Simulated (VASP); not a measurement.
Set up this calculation in VASP 6.6.1, as the native input.

```
Task                    : density of states
Functional              : PBE
Potentials or basis     : VASP PAW PBE potentials, release 64 (Al, P)
Cutoff                  : 520 eV
k mesh                  : 8 × 8 × 8
Occupations             : fermi-dirac, width 0.1 eV
Spin                    : no spin polarisation
Dipole correction       : no
k mesh for the DOS      : 12 × 12 × 12
Occupations for the DOS : tetrahedron
Further INCAR settings  : ALGO = Fast; EDIFF = 1e-07
```

The system is AlP.

```
CELL_PARAMETERS angstrom
0.00000 2.75166 2.75166
2.75166 0.00000 2.75166
2.75166 2.75166 0.00000
ATOMIC_POSITIONS crystal
Al 0.00000 0.00000 0.00000
P 0.25000 0.25000 0.25000
```

These files were run (other wordings do the same):

POSCAR

```
AlP
1.0
    0.0000000000      2.7516610000      2.7516610000
    2.7516610000      0.0000000000      2.7516610000
    2.7516610000      2.7516610000      0.0000000000
Al P
1 1
Direct
    0.0000000000      0.0000000000      0.0000000000
    0.2500000000      0.2500000000      0.2500000000
```

INCAR.step1

```
SYSTEM = AlP
  ALGO = Fast
  EDIFF = 1E-7
  ENCUT = 520
  GGA = PE
  ISIF = 2
  ISMEAR = -1
  LASPH = .TRUE.
  LCHARG = .TRUE.
  LREAL = .FALSE.
  LWAVE = .FALSE.
  NBANDS = 11
  NELM = 100
  PREC = Accurate
  SIGMA = 0.1
```

KPOINTS.step1

```
k-points
0
G
  8 8 8
  0 0 0
```

INCAR.step2

```
SYSTEM = AlP
  ALGO = Fast
  EDIFF = 1E-7
  ENCUT = 520
  GGA = PE
  ICHARG = 11
  ISIF = 2
  ISMEAR = -5
  LASPH = .TRUE.
  LCHARG = .FALSE.
  LORBIT = 11
  LREAL = .FALSE.
  LWAVE = .FALSE.
  NEDOS = 1001
  NELM = 100
  PREC = Accurate
  SIGMA = 0.1
```

KPOINTS.step2

```
k-points
0
G
  12 12 12
  0 0 0
```

Potentials or basis: VASP PAW PBE potentials, release 64 (Al, P).

The run is started by

```console
$ cat potpaw_PBE.64/Al/POTCAR potpaw_PBE.64/P/POTCAR > POTCAR
$ cp INCAR.step1 INCAR
$ cp KPOINTS.step1 KPOINTS
$ mpirun -np 1 vasp_std > vasp.out
$ cp INCAR.step2 INCAR
$ cp KPOINTS.step2 KPOINTS
$ mpirun -np 1 vasp_std > vasp.out
```

Results of the run:

- Valence electrons inside the program's atomic spheres: Al 0.77; P 2.59

It took 14 s on 1 thread of Intel(R) Xeon(R) 6975P-C (Granite Rapids), on a shared host, peak memory 0.16 GiB.
